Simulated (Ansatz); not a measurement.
Si: energy above lowest point against volume scale

Free energy against uniform scaling of the volume at fixed shape and fractions; periodic cell, basis, potentials, k mesh and filling as listed. The results are calculated, by Ansatz 0.2.0.

The cell before it is scaled or strained (space group P6/mmm, No. 191):
```
CELL_PARAMETERS angstrom
2.52700 0.00000 0.00000
-1.26350 2.18840 0.00000
0.00000 0.00000 2.37300
ATOMIC_POSITIONS crystal
Si 0.00000 0.00000 0.00000
```

Settings of every row: functional PBEsol; dispersion none; potentials all-electron LAPW; k mesh 13x13x12; k shift 0x0x0; occupations fermi dirac; smearing width 0.1 eV; spin none; basis error target 0.001 eV/atom.

Limits: coarse k mesh, up to 40 meV an atom off; minimum outside the range.

```
row  volume scale  V (Å³/atom)  energy above lowest point (meV/atom)
  1          0.94       12.336                                 178.1
  2          0.97       12.729                                 111.6
  3             1       13.123                                     ?
  4          1.03       13.517                                  24.7
  5          1.06        13.91                                     0
```

Question: what energy above lowest point should row 3 give?

Worked fit of energy above lowest point. Take u = (V_r/V)^(2/3) − 1 with V_r = 13.123 Å³ an atom, which is twice the finite (Eulerian) strain; such expansions in the strain, on which the Birch-Murnaghan equation of state is built, carry the rest volume and the bulk modulus. The shown rows have u = 0.04209, 0.02053, -0.01953, -0.03808. Least squares give energy above lowest point = 61.2 + 2161.3 × u + 14603 × u² meV/atom; a straight line predicts inner rows, each left out in turn, worse (root mean square 14 against 0.34 meV/atom). The rows lie off it by 0.1, -0.1, 0.1, -0.1. The withheld row has u = 0, so the fit gives 61.2 + 2161.3 × (0) + 14603 × (0)² = 61.2 meV/atom.

The calculation gave 61.2 meV/atom. The fit meets it to the printed digit.
